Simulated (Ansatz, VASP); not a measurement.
# CdSe (Cadmoselite): VASP beside Ansatz

Wanted: the spread between two codes on one cell, functional and k mesh.

Main program and level: Ansatz 0.2.0; plane waves, with VASP 6.6.1 beside it; single point at LDA.

The database entry behind the starting cell differs from later determinations by our own check (inner coordinate of an old entry), so it need not match the best structure at ambient conditions.

**1. Set-up**

The structure is hexagonal, space group P6_3mc (No. 186). The conventional cell has a = 4.300 Å, b = 4.300 Å, c = 7.020 Å, α = 90.00°, β = 90.00°, γ = 120.00°. Nearest to Se lie 4 Cd at 2.61 to 2.70 Å. Nearest to Cd lie 4 Se at 2.61 to 2.70 Å. Farther neighbours and most contacts between anions are not listed.

**2. VASP: single point, LDA**

A single point gives forces, pressure and levels at one fixed geometry, so differences don't come from the geometry; what else differs is listed under the comparison.

Lines of VASP's logs that name or quote its potential files are left out, and so is its time.

INCAR

```
SYSTEM = CdSe
PREC = Accurate
ENCUT = 400
EDIFF = 1E-06
NELM = 100
ISMEAR = 0
SIGMA = 0.05
LREAL = Auto
ALGO = Normal
GGA = CA
LWAVE = .FALSE.
LCHARG = .FALSE.
NCORE = 8
ICORELEVEL = 1
```

POSCAR

```
CdSe
1.0
    8.6000000000      0.0000000000      0.0000000000
   -4.3000000000      7.4478184726      0.0000000000
    0.0000000000      0.0000000000     14.0400000000
Se Cd Se
1 16 15
Direct
    0.3333333333      0.1666666666      0.4425000000
    0.3333333333      0.1666666666      0.2500000000
    0.3333333333      0.1666666666      0.7500000000
    0.3333333333      0.6666666666      0.2500000000
    0.3333333333      0.6666666666      0.7500000000
    0.8333333333      0.1666666666      0.2500000000
    0.8333333333      0.1666666666      0.7500000000
    0.8333333333      0.6666666666      0.2500000000
    0.8333333333      0.6666666666      0.7500000000
    0.1666666666      0.3333333334      0.0000000000
    0.1666666666      0.3333333334      0.5000000000
    0.1666666666      0.8333333333      0.0000000000
    0.1666666666      0.8333333333      0.5000000000
    0.6666666666      0.3333333334      0.0000000000
    0.6666666666      0.3333333334      0.5000000000
    0.6666666666      0.8333333333      0.0000000000
    0.6666666666      0.8333333333      0.5000000000
    0.3333333333      0.1666666666      0.9425000000
    0.3333333333      0.6666666666      0.4425000000
    0.3333333333      0.6666666666      0.9425000000
    0.8333333333      0.1666666666      0.4425000000
    0.8333333333      0.1666666666      0.9425000000
    0.8333333333      0.6666666666      0.4425000000
    0.8333333333      0.6666666666      0.9425000000
    0.1666666666      0.3333333334      0.1925000000
    0.1666666666      0.3333333334      0.6925000000
    0.1666666666      0.8333333333      0.1925000000
    0.1666666666      0.8333333333      0.6925000000
    0.6666666666      0.3333333334      0.1925000000
    0.6666666666      0.3333333334      0.6925000000
    0.6666666666      0.8333333333      0.1925000000
    0.6666666666      0.8333333333      0.6925000000
```

KPOINTS

```
Automatic mesh
0
Gamma
3 3 2
0 0 0
```

The projector-augmented-wave data sets are Se, Cd and Se (PBE family, release 64).

Launch:

```
> mpirun -np 8 vasp_std
```

Numbers of over 12 decimals in the logs are rounded to 6 here.

What it wrote:

```text
[banner, memory and clock lines left out]
running    8 mpi-ranks, on    1 nodes
[...]
|                                                                             |
|           W    W    AA    RRRRR   N    N  II  N    N   GGGG   !!!           |
|           W    W   A  A   R    R  NN   N  II  NN   N  G    G  !!!           |
|           W    W  A    A  R    R  N N  N  II  N N  N  G       !!!           |
|           W WW W  AAAAAA  RRRRR   N  N N  II  N  N N  G  GGG   !            |
|           WW  WW  A    A  R   R   N   NN  II  N   NN  G    G                |
|           W    W  A    A  R    R  N    N  II  N    N   GGGG   !!!           |
|                                                                             |
|     For optimal performance we recommend to set                             |
|       NCORE = 2 up to number-of-cores-per-socket                            |
|     NCORE specifies how many cores store one orbital (NPAR=cpu/NCORE).      |
|     This setting can greatly improve the performance of VASP for DFT.       |
[...]
|                                                                             |
|     You enforced a specific xc type in the INCAR file but a different       |
|     [... a line on the potential file left out ...]
|     I HOPE YOU KNOW WHAT YOU ARE DOING!                                     |
|                                                                             |

 LDA part: xc-table for (Slater(with rela. corr.)+CA(PZ))
 , standard interpolation
 POSCAR, INCAR and KPOINTS ok, starting setup
[...]
entering main loop
       N       E                     dE             d eps       ncg     rms          rms(c)
DAV:   1     0.181787502463E+04    0.18179E+04   -0.11791E+05  2088   0.124E+03
DAV:   2     0.183378993042E+02   -0.17995E+04   -0.17389E+04  2280   0.338E+02
DAV:   3    -0.113149836714E+03   -0.13149E+03   -0.13032E+03  2384   0.881E+01
DAV:   4    -0.115476761978E+03   -0.23269E+01   -0.23155E+01  2304   0.104E+01
[...]
DAV:  22    -0.108520673057E+03    0.65176E-05   -0.82059E-06  1872   0.516E-03    0.166E-02
DAV:  23    -0.108520669935E+03    0.31219E-05   -0.45399E-06  1576   0.452E-03    0.775E-03
DAV:  24    -0.108520669433E+03    0.50220E-06   -0.97979E-07  1096   0.203E-03
   1 F= -.10852067E+03 E0= -.10852067E+03  d E =-.476202E-11
```

Parts of OUTCAR (step 2):

```text
  Total       -5.6482369     -5.6482369    -15.5754417      0.0000000      0.0000000     -0.0000000
  in kB      -10.0630318    -10.0630318    -27.7495734      0.0000000      0.0000000     -0.0000000
  external PRESSURE =     -15.9585457 kB  Pullay stress =       0.0000000 kB

 POSITION                                       TOTAL-FORCE (eV/Angst)
 -----------------------------------------------------------------------------------
      2.15000      1.24130      6.21270        -0.000000      0.000000     -0.265724
      2.15000      1.24130      3.51000        -0.000000      0.000000      0.265721
      2.15000      1.24130     10.53000        -0.000000      0.000000      0.265723
     -0.00000      4.96521      3.51000        -0.000000     -0.000000      0.265723
     -0.00000      4.96521     10.53000        -0.000000     -0.000000      0.265722
      6.45000      1.24130      3.51000         0.000000      0.000000      0.265723
      6.45000      1.24130     10.53000        -0.000000      0.000000      0.265722
      4.30000      4.96521      3.51000         0.000000     -0.000000      0.265723
      4.30000      4.96521     10.53000         0.000000     -0.000000      0.265722
     -0.00000      2.48261      0.00000         0.000001     -0.000001      0.265723
     -0.00000      2.48261      7.02000        -0.000001      0.000001      0.265724
     -2.15000      6.20652      0.00000         0.000000      0.000001      0.265723
     -2.15000      6.20652      7.02000        -0.000000     -0.000001      0.265724
      4.30000      2.48261      0.00000        -0.000001     -0.000001      0.265723
[...]
-----------------------------------------------------------------------------------
    total drift:                                0.000002     -0.000005      0.090626

  FREE ENERGIE OF THE ION-ELECTRON SYSTEM (eV)
  ---------------------------------------------------
  free  energy   TOTEN  =      -108.5206694332 eV

  energy  without entropy=     -108.5206694332  energy(sigma->0) =     -108.52066943

[... 3 further parts left out ...]
[key lines of the parts left out:]
E-fermi :   0.8728
```

The PAW data sets were made with PBE, though LDA sets exist; this is a small mismatch.

**3. Ansatz: single point, LDA**

Ansatz runs on its default PAW (the set named soft_2) files.

The same cell, functional (in two slightly different forms), mesh and smearing now go to Ansatz, which takes its cutoff from its data sets.

input.yaml

```yaml
crystal:
  lattice:
    - [8.6, 0.0, 0.0]
    - [-4.3, 7.4478184726, 0.0]
    - [0.0, 0.0, 14.04]
  atoms:
    - { symbol: Se, position: [0.3333333333, 0.1666666666, 0.4425] }
    - { symbol: Cd, position: [0.3333333333, 0.1666666666, 0.25] }
    - { symbol: Cd, position: [0.3333333333, 0.1666666666, 0.75] }
    - { symbol: Cd, position: [0.3333333333, 0.6666666666, 0.25] }
    - { symbol: Cd, position: [0.3333333333, 0.6666666666, 0.75] }
    - { symbol: Cd, position: [0.8333333333, 0.1666666666, 0.25] }
    - { symbol: Cd, position: [0.8333333333, 0.1666666666, 0.75] }
    - { symbol: Cd, position: [0.8333333333, 0.6666666666, 0.25] }
    - { symbol: Cd, position: [0.8333333333, 0.6666666666, 0.75] }
    - { symbol: Cd, position: [0.1666666666, 0.3333333334, 0.0] }
    - { symbol: Cd, position: [0.1666666666, 0.3333333334, 0.5] }
    - { symbol: Cd, position: [0.1666666666, 0.8333333333, 0.0] }
    - { symbol: Cd, position: [0.1666666666, 0.8333333333, 0.5] }
    - { symbol: Cd, position: [0.6666666666, 0.3333333334, 0.0] }
    - { symbol: Cd, position: [0.6666666666, 0.3333333334, 0.5] }
    - { symbol: Cd, position: [0.6666666666, 0.8333333333, 0.0] }
    - { symbol: Cd, position: [0.6666666666, 0.8333333333, 0.5] }
    - { symbol: Se, position: [0.3333333333, 0.1666666666, 0.9425] }
    - { symbol: Se, position: [0.3333333333, 0.6666666666, 0.4425] }
    - { symbol: Se, position: [0.3333333333, 0.6666666666, 0.9425] }
    - { symbol: Se, position: [0.8333333333, 0.1666666666, 0.4425] }
    - { symbol: Se, position: [0.8333333333, 0.1666666666, 0.9425] }
    - { symbol: Se, position: [0.8333333333, 0.6666666666, 0.4425] }
    - { symbol: Se, position: [0.8333333333, 0.6666666666, 0.9425] }
    - { symbol: Se, position: [0.1666666666, 0.3333333334, 0.1925] }
    - { symbol: Se, position: [0.1666666666, 0.3333333334, 0.6925] }
    - { symbol: Se, position: [0.1666666666, 0.8333333333, 0.1925] }
    - { symbol: Se, position: [0.1666666666, 0.8333333333, 0.6925] }
    - { symbol: Se, position: [0.6666666666, 0.3333333334, 0.1925] }
    - { symbol: Se, position: [0.6666666666, 0.3333333334, 0.6925] }
    - { symbol: Se, position: [0.6666666666, 0.8333333333, 0.1925] }
    - { symbol: Se, position: [0.6666666666, 0.8333333333, 0.6925] }
hamiltonian:
  xc: lda
  pseudopotentials: { kind: paw }
kpoints:
  mp_grid: { grid: [3, 3, 2] }
scf:
  occupations: { method: gaussian, width: 0.05 }
  n_extra_bands: 12
output:
  forces: true
  stress: true
  eigenvalues: true
```

Launch:

```
> ansatz run input.yaml --threads 4 --pin off --max-ram 18432MiB --backend cpu --events-out ev --progress --plain --runs-dir out
```

What it wrote:

```text
scf.n_extra_bands = 12 over 288 filled bands (N_el = 576.0): the run solves 300 bands
Engine: ansatz 0.2.0, aarch64-unknown-linux-gnu
Pseudopotentials: kind: paw
Pseudopotential: Se, paw, valence charge 16, recommended cutoff 420 eV (normal), Se.paw.azcp
Pseudopotential: Cd, paw, valence charge 20, recommended cutoff 420 eV (normal), Cd.paw.azcp
Functional definition: SPW92
  exchange = slater_x
  correlation = pw_c
Crystal: 32 atoms, lattice volume = 899.279 Å³
Basis set: ecut = 420 eV, 17525 PW (Γ)
Bands: 300, of which v1, the nominal top of the filled ones, is band 288 counted from 1 (287 counted from 0)
Symmetry: 96 space group operations
Space group: P63mc (ITA 186), of the structure as read, at distance tolerance 9.7e-5 Å
k-points: 6 of 18
Non-local potential: Se, projectors of the file, l = 0: 2, l = 1: 2, l = 2: 3, l = 3: 1
Non-local potential: Cd, projectors of the file, l = 0: 3, l = 1: 2, l = 2: 2, l = 3: 1
PAW form: soft (Blöchl's): semilocal exchange-correlation on the pseudo side does not see the compensation charge
PAW frozen core: Se, regenerated for the run's functional, and the local potential with it (the file was generated under x = pbe(κ = 0.804, μ = 0.219515), c = pbe(β = 0.066725))
PAW frozen core: Cd, regenerated for the run's functional, and the local potential with it (the file was generated under x = pbe(κ = 0.804, μ = 0.219515), c = pbe(β = 0.066725))
PAW one-centre angular grid: Se, 590 points (default); XC on 64 Gauss nodes
PAW one-centre angular grid: Cd, 590 points (default); XC on 64 Gauss nodes
Initial density: superposition of atomic densities (neutral atoms: chi_scale 0, normalization atom), corrected by the library's trained network
Initial wavefunctions: pseudopotential atomic-orbital guess
Functional: x = slater, c = lda
SCF iter   1: F=—  HF=-216035.483228 eV  |F-HF|=—  |Δ(HF+E_count)|=         —  Δρ=7.14e-3  dr2=3.53e-1  ethr=1.77e-3  ⟨swp⟩=5.0  Hψ=6264  notcnv=0
preconditioner: auto → Resta (q_TF=auto, 2.533 Å⁻¹)  ε∞=6.1  [insulator: Δε(μ)=0.375 eV  Ē_g=9.289 eV  σ=0.050 eV  W_gap=1.00  n_scr=250 (ndim 8)  ℏωp=21.0 eV  f_vac=0.201  D(μ)=0.00/eV (n_scr^D=0)  ε∞_Penn≈6.1]
SCF iter   2: F=—  HF=-216035.389006 eV  |F-HF|=—  |Δ(HF+E_count)|=   9.42e-2  Δρ=2.98e-3  dr2=6.61e-2  ethr=6.14e-5  ⟨swp⟩=2.5  Hψ=3670  notcnv=0  defer=11
SCF iter   3: F=—  HF=-216035.375150 eV  |F-HF|=—  |Δ(HF+E_count)|=   1.39e-2  Δρ=1.05e-3  dr2=9.98e-3  ethr=1.15e-5  ⟨swp⟩=2.0  Hψ=2023  notcnv=0  defer=11
SCF iter   4: F=—  HF=-216035.374320 eV  |F-HF|=—  |Δ(HF+E_count)|=   8.30e-4  Δρ=2.04e-4  dr2=4.24e-4  ethr=1.73e-6  ⟨swp⟩=2.0  Hψ=2506  notcnv=0  defer=11
SCF iter   5: F=—  HF=-216035.374464 eV  |F-HF|=—  |Δ(HF+E_count)|=   1.44e-4  Δρ=7.82e-5  dr2=9.03e-5  ethr=7.36e-8  ⟨swp⟩=2.0  Hψ=3112  notcnv=0  defer=11
SCF iter   6: F=—  HF=-216035.374084 eV  |F-HF|=—  |Δ(HF+E_count)|=   3.81e-4  Δρ=3.28e-5  dr2=1.37e-5  ethr=1.57e-8  ⟨swp⟩=2.0  Hψ=3112  notcnv=0  defer=11
SCF iter   7: F=—  HF=-216035.374088 eV  |F-HF|=—  |Δ(HF+E_count)|=   3.99e-6  Δρ=1.17e-5  dr2=1.02e-6  ethr=2.37e-9  ⟨swp⟩=2.0  Hψ=2536  notcnv=0  defer=11
SCF iter   8: F=-216035.374088 eV  HF=-216035.374088 eV  |F-HF|=1.41e-8  |Δ(HF+E_count)|=   1.15e-7  Δρ=2.17e-6  dr2=5.72e-8  ethr=1.74e-11  ⟨swp⟩=6.5  Hψ=7559  notcnv=0
SCF 1 converged in 8 iterations: F = -216035.374088 eV  dr2 = 5.72e-8
  greatest PAW one-centre occupation: 1.000 electrons in one spin orbital (limit 2), on the Cd atom at site 16 (counted from 0), in its partial waves of l = 0
SCF converged after 8 iterations
Free energy (F): -216035.374088 eV
Harris-Foulkes:  -216035.374088 eV  (|F-HF|=1.41e-8)
Internal energy: -216035.374088 eV  (E = F + TS)
E sigma→0 (E₀):  -216035.374088 eV
Fermi energy:    7.371623 eV
--- Per-component energies (eV) ---
  E_band       = -14444.817392
  E_kinetic    = 9989.537929
  E_local      = -102424.739808  (includes V_loc(G=0)·N_el)
  E_nonlocal   = -8772.595492
  E_hartree    = 48562.877402
  E_xc         = -4462.098825
  E_vxc        = -5113.617310  (∫ρ·V_xc dr)
  E_paw        = -92392.066611  (= ΣΔE_a)
  E_vpaw       = -5249.122470  (= ΣTr[D̂ρ^β])
  E_aug_tail   = -0.009429  (compensation charges beyond the density's cutoff)
  E_ewald      = -66584.022151
  E_core_change = 47.742897  (= ΣΔE_core)
  E_smearing   = -0.000000  (= −TS)
  E_closure    = 0.000000  (closes the sum)
  Σ components = -216035.374088   (vs F -216035.374088, Δ=0.00e0)
--- Forces (eV/Å), atoms counted from 1 ---
  atom   1  Se    -0.00000000     0.00000000    -0.25434920
  atom   2  Cd     0.00000000     0.00000000     0.25435871
  atom   3  Cd     0.00000000     0.00000000     0.25435871
  atom   4  Cd     0.00000000     0.00000000     0.25435871
  atom   5  Cd    -0.00000000     0.00000000     0.25435871
  atom   6  Cd    -0.00000000     0.00000000     0.25435871
  atom   7  Cd    -0.00000000     0.00000000     0.25435871
  atom   8  Cd     0.00000000     0.00000000     0.25435871
  atom   9  Cd    -0.00000000     0.00000000     0.25435871
  atom  10  Cd    -0.00000000    -0.00000000     0.25435871
  atom  11  Cd     0.00000000    -0.00000000     0.25435871
  atom  12  Cd    -0.00000000    -0.00000000     0.25435871
  atom  13  Cd     0.00000000    -0.00000000     0.25435871
  atom  14  Cd    -0.00000000    -0.00000000     0.25435871
  atom  15  Cd    -0.00000000    -0.00000000     0.25435871
  atom  16  Cd    -0.00000000    -0.00000000     0.25435871
  atom  17  Cd     0.00000000    -0.00000000     0.25435871
  atom  18  Se    -0.00000000     0.00000000    -0.25434920
  atom  19  Se    -0.00000000     0.00000000    -0.25434920
  atom  20  Se    -0.00000000     0.00000000    -0.25434920
  atom  21  Se    -0.00000000     0.00000000    -0.25434920
  atom  22  Se    -0.00000000     0.00000000    -0.25434920
  atom  23  Se    -0.00000000     0.00000000    -0.25434920
  atom  24  Se     0.00000000     0.00000000    -0.25434920
  atom  25  Se     0.00000000    -0.00000000    -0.25434920
  atom  26  Se     0.00000000    -0.00000000    -0.25434920
  atom  27  Se     0.00000000    -0.00000000    -0.25434920
  atom  28  Se     0.00000000    -0.00000000    -0.25434920
  atom  29  Se     0.00000000    -0.00000000    -0.25434920
  atom  30  Se     0.00000000    -0.00000000    -0.25434920
  atom  31  Se     0.00000000    -0.00000000    -0.25434920
  atom  32  Se     0.00000000    -0.00000000    -0.25434920
  max |Σ_I F_I| component: 1.52e-4 eV/Å
--- Stress (GPa, compression-positive) ---
       -1.261608      -0.000000       0.000000
        0.000000      -1.261608       0.000000
        0.000000      -0.000000      -2.867919
  P = ⅓ Tr σ = -1.7970 GPa (-17.970 kbar)
--- Band table (eV; the first three rows and the last of 6) ---
  k-point 0: bands = [... 284 lower, 6.7758, 7.1399, 7.1556, 7.1556, 7.5835, 9.0568, 9.2804, 9.2804, ... 8 higher]
  k-point 1: bands = [... 284 lower, 7.0407, 7.0407, 7.0407, 7.0407, 8.6862, 8.6862, 9.1614, 9.1614, ... 8 higher]
  k-point 2: bands = [... 284 lower, 6.4873, 6.5116, 6.9359, 6.9547, 8.9811, 9.9713, 10.0785, 10.1517, ... 8 higher]
  k-point 5: bands = [... 284 lower, 6.5090, 6.5090, 6.5090, 6.5090, 10.1022, 10.1022, 10.1022, 10.1022, ... 8 higher]
```

Elapsed: 78 s, on 4 threads of Arm Neoverse V1, shared host; peak memory 5.3 GiB.

The run ends at a pressure of -1.80 GPa, with forces up to 0.25 eV/Å.

**4. Side by side**

Known differences besides the potentials themselves: the two LDA forms differ slightly; the data sets hold 576 valence electrons in Ansatz (default PAW (the set named soft_2) files) and 288 in VASP; the cutoff is 420 eV in Ansatz and 400 eV in VASP (PREC = Accurate, projectors in real space); Ansatz makes its cores anew for this functional, VASP keeps those of its PBE data sets; VASP's log shows a relativistic correction to its local exchange, Ansatz's none. Total energies have different zeros and are not compared.

Both answers:

```csv
quantity,Ansatz,VASP,difference
pressure (GPa),-1.80,-1.60,-0.20
gap on the k mesh (eV),0.428,0.455,-0.027
```

Forces on 8 of the 32 atoms, those with the largest forces and the largest differences (eV/Å; atoms numbered as in POSCAR):

```csv
atom,"Ansatz x, y, z","VASP x, y, z"
Se1,"0.000, 0.000, -0.254","0.000, 0.000, -0.266"
Cd11,"0.000, 0.000, 0.254","0.000, 0.000, 0.266"
Cd13,"0.000, 0.000, 0.254","0.000, 0.000, 0.266"
Cd15,"0.000, 0.000, 0.254","0.000, 0.000, 0.266"
Cd16,"0.000, 0.000, 0.254","0.000, 0.000, 0.266"
Cd17,"0.000, 0.000, 0.254","0.000, 0.000, 0.266"
Se30,"0.000, 0.000, -0.254","0.000, 0.000, -0.266"
Se31,"0.000, 0.000, -0.254","0.000, 0.000, -0.266"
```

The forces differ by 6.6 meV/Å r.m.s., which is 4.3 % of the r.m.s. force of 0.15 eV/Å (both taken over all components). A gap on the mesh is an upper bound, since the band edges may lie between its points.

**5. Results**

```json
{
  "r.m.s. force difference (single point, LDA)": "6.6 meV/Å"
}
```

What this shows: The r.m.s. force difference is 6.6 meV/Å (single point, LDA), within the 12 meV/Å picked in this series as the mark of a large difference. How closely two codes agree says nothing of how well the functional describes the real material.

[Lines on the potential files, build, host, timing and source positions are cut from VASP's logs without a mark.]

[Logs are printed without paths, hosts, clocks, repeated set-up lines and the standing remarks that a program may print on its own settings, such as how far it seeks lower states.]

[Hosts, paths, dates, database ids (printed as entryN), source tags and the programs' standing remarks are cut or masked in the printed files.]

[VASP's PBE data sets in a run with another functional are called a small mismatch above; for pressures it isn't always small: they can move by 1 GPa and more.]
